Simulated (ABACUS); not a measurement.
Set up this calculation in ABACUS 3.10.1, as the native input.

| Property | Result |
| --- | --- |
| Task | single point |
| Functional | OLYP |
| Potentials or basis | Ansatz NC PBE |
| Cutoff | 1129 eV |
| Density cutoff | 4517 eV |
| Basis | plane waves |
| k mesh | 6 × 6 × 6 |
| Occupations | fermi-dirac, width 0.05 eV |
| Spin | no spin polarisation |
| Radial cutoff of the potentials (pseudo_rcut) | 10 bohr |
| SCF threshold on the density | 1e-08 |
| Max SCF steps | 100 |
| Eigensolver | dav |
| Mixing | broyden |
| Mixing share | 0.7 |
| Symmetry key | 1 |
| Bands | 25 |

Crystal: TePb.

```xyz
2
Lattice="0.0000 3.2310 3.2310 3.2310 0.0000 3.2310 3.2310 3.2310 0.0000" Properties=species:S:1:pos:R:3 pbc="T T T"
Pb    0.0000    0.0000    0.0000
Te    3.2310    3.2310    3.2310
```

One way to write it, as run:

INPUT

```
INPUT_PARAMETERS
suffix              TePb
calculation         scf
basis_type          pw
pseudo_dir          ./
symmetry            1
dft_functional      GGA_X_OPTX+GGA_C_LYP
ecutwfc             83
pseudo_rcut         10
nspin               1
nbands              25
ks_solver           dav
smearing_method     fd
smearing_sigma      0.00367493
scf_thr             1e-08
scf_nmax            100
mixing_type         broyden
mixing_beta         0.7
cal_force           1
cal_stress          1
out_chg             1
kpar                4
```

STRU

```
ATOMIC_SPECIES
Pb 207.2000 Pb.upf
Te 127.6000 Te.upf

LATTICE_CONSTANT
8.6347709725

LATTICE_VECTORS
0.0000000000 0.7071067812 0.7071067812
0.7071067812 0.0000000000 0.7071067812
0.7071067812 0.7071067812 0.0000000000

ATOMIC_POSITIONS
Cartesian

Pb
0.0
1
0.0000000000 0.0000000000 0.0000000000 1 1 1

Te
0.0
1
0.7071067812 0.7071067812 0.7071067812 1 1 1
```

KPT

```
K_POINTS
0
Gamma
6 6 6 0 0 0
```

Potentials or basis: Ansatz NC PBE, plane waves.

Run with:

```bash
$ OMP_NUM_THREADS=1 mpirun -np 4 abacus > log
```

Results of the run:

```yaml
Pressure: 3.4 GPa
Band_gap_on_the_k_mesh: 0.96 eV, direct
```

Caveat: the potentials were made for another functional, which shifts forces and pressure; spin-orbit coupling is left out, which as a rule narrows the gap of such compounds by several tenths of an eV.

It took 8.6 s on 4 MPI ranks on AMD EPYC 9R45 96-Core Processor (Zen 5), with other jobs on the host, peak memory 0.6 GiB a rank.
